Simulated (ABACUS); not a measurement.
The system is SnSe2.

```
CELL_PARAMETERS angstrom
3.81100 0.00000 0.00000
-1.90550 3.30042 0.00000
0.00000 0.00000 6.13600
ATOMIC_POSITIONS crystal
Sn 0.00000 0.00000 0.00000
Se 0.66667 0.33333 0.75100
Se 0.33333 0.66667 0.24900
```

Below is the output of ABACUS 3.10.1 for this cell. Logs are shortened: lines on timing, memory, paths and dates and some standing lists are left out, and cuts for length are marked.

```text
ABACUS v3.10.1

               Atomic-orbital Based Ab-initio Computation at UStc

 ------------------------------------------------------------------------------------

 READING GENERAL INFORMATION
                           global_out_dir = OUT.SnSe2/
                           global_in_card = INPUT
                               pseudo_dir = ./
[... 8 lines left out ...]

 READING ATOM TYPE 1
                               atom label = Sn
                      L=0, number of zeta = 1
                      L=1, number of zeta = 1
                      L=2, number of zeta = 1
             number of atom for this type = 1

 READING ATOM TYPE 2
                               atom label = Se
                      L=0, number of zeta = 1
                      L=1, number of zeta = 1
                      L=2, number of zeta = 1
             number of atom for this type = 2

                        TOTAL ATOM NUMBER = 3
DIRECT COORDINATES
    atom                   x                   y                   z     mag                  vx                  vy                  vz
taud_Sn1            0.0000000000        0.0000000000        0.0000000000  0.0000        0.0000000000        0.0000000000        0.0000000000
taud_Se1            0.6666666667        0.3333333333        0.7510000000  0.0000        0.0000000000        0.0000000000        0.0000000000
taud_Se2            0.3333333333        0.6666666667        0.2490000000  0.0000        0.0000000000        0.0000000000        0.0000000000

                          Volume (Bohr^3) = 520.823
                             Volume (A^3) = 77.178

 Lattice vectors: (Cartesian coordinate: in unit of a_0)
               +3.811                  +0                  +0
              -1.9055            +3.30042                  +0
                   +0                  +0              +6.136
 Reciprocal vectors: (Cartesian coordinate: in unit of 2 pi/a_0)
            +0.262398           +0.151496                  -0
                   -0           +0.302991                  -0
                   +0                  -0           +0.162973
 The esolver type has been set to : ksdft_pw

                PAO radial cut off (Bohr) = 10
[... 249 lines left out ...]
 E_KohnSham     -642.6062268345      -8743.1062552296
 E_Harris       -641.4874792368      -8727.8849132769
 E_Fermi        0.6422257413         8.7379294840
----------------------------------------------------------
[... 75 lines left out ...]
 Density error is 1.54394742862e-09
                          Error Threshold = 3.70178249066e-11
----------------------------------------------------------
     Energy           Rydberg                 eV
----------------------------------------------------------
 E_KohnSham     -642.6241421511      -8743.3500056165
 E_KS(sigma->0) -642.6241412751      -8743.3499936977
 E_Harris       -642.6237206009      -8743.3442701329
 E_band         -61.6088909418       -838.2319642697
 E_one_elec     -352.7234518291      -4799.0487631039
 E_Hartree      192.2298969708       2615.4219247552
 E_xc           -141.0825713095      -1919.5268583002
 E_Ewald        -341.0480142312      -4640.1962851301
 E_entropy(-TS) -0.0000017520        -0.0000238375
 E_descf        0.0000000000         0.0000000000
 E_exx          0.0000000000         0.0000000000
 E_Fermi        0.6615280610         9.0005510167
----------------------------------------------------------

 charge density convergence is achieved
 final etot is -8743.3500056 eV
 EFERMI = 9.0005510167 eV

 STATE ENERGY(eV) AND OCCUPATIONS    NSPIN == 1
 1/10 kpoint (Cartesian) = 0.0000 0.0000 0.0000 (7139 pws)
       1       -38.3022     0.00625000
       2       -38.3022     0.00625000
       3       -38.3022     0.00625000
       4       -38.3022     0.00625000
       5       -38.2486     0.00625000
       6       -38.2486     0.00625000
[... 170 lines left out ...]
      27        14.0684    3.59396e-46
      28        15.6427    7.59961e-60

[... levels at 4 further k points ...]

------------------------------------------------------------------------------------------
 TOTAL-FORCE (eV/Angstrom)
------------------------------------------------------------------------------------------
                       Sn1         0.0000000000         0.0000000000         0.0000000000
                       Se1         0.0000000000         0.0000000000        -0.8187069172
                       Se2         0.0000000000         0.0000000000         0.8187069172
------------------------------------------------------------------------------------------

----------------------------------------------------------------
 TOTAL-STRESS (KBAR)
----------------------------------------------------------------
        52.7949432249        -0.0000000000        -0.0000000000
         0.0000000000        52.7949432256        -0.0000000000
        -0.0000000000         0.0000000000        66.7683834440
----------------------------------------------------------------
 TOTAL-PRESSURE: 57.452757 KBAR

 --------------------------------------------
 !FINAL_ETOT_IS -8743.3500056164557463 eV
 --------------------------------------------
```

Problem. What input gives this log?

Solution. Single point with PBE, no spin polarisation. The files as run (others can give the same):

INPUT
```
INPUT_PARAMETERS
suffix              SnSe2
calculation         scf
basis_type          pw
pseudo_dir          ./
symmetry            1
dft_functional      pbe
ecutwfc             87
pseudo_rcut         10
nspin               1
nbands              28
ks_solver           dav
smearing_method     fd
smearing_sigma      0.00367493
scf_thr             1e-08
scf_nmax            100
mixing_type         broyden
mixing_beta         0.7
cal_force           1
cal_stress          1
kpar                4
```

STRU
```
ATOMIC_SPECIES
Sn 118.7100 Sn.upf
Se 78.9710 Se.upf

LATTICE_CONSTANT
1.8897261246

LATTICE_VECTORS
3.8110000000 0.0000000000 0.0000000000
-1.9055000000 3.3004228138 0.0000000000
0.0000000000 0.0000000000 6.1360000000

ATOMIC_POSITIONS
Direct

Sn
0.0
1
0.0000000000 0.0000000000 0.0000000000 1 1 1

Se
0.0
2
0.6666666667 0.3333333333 0.7510000000 1 1 1
0.3333333333 0.6666666667 0.2490000000 1 1 1
```

KPT
```
K_POINTS
0
Gamma
8 8 5 0 0 0
```

Potentials or basis: PseudoDojo NC SR 0.4.1 PBE standard, plane waves.
The run is started by
```sh
$ OMP_NUM_THREADS=1 mpirun -np 4 abacus > log
```

Caveat: spin-orbit coupling is left out, which moves the levels of the heavy elements; an odd mesh through Γ misses points on the zone boundary, where band edges often lie.
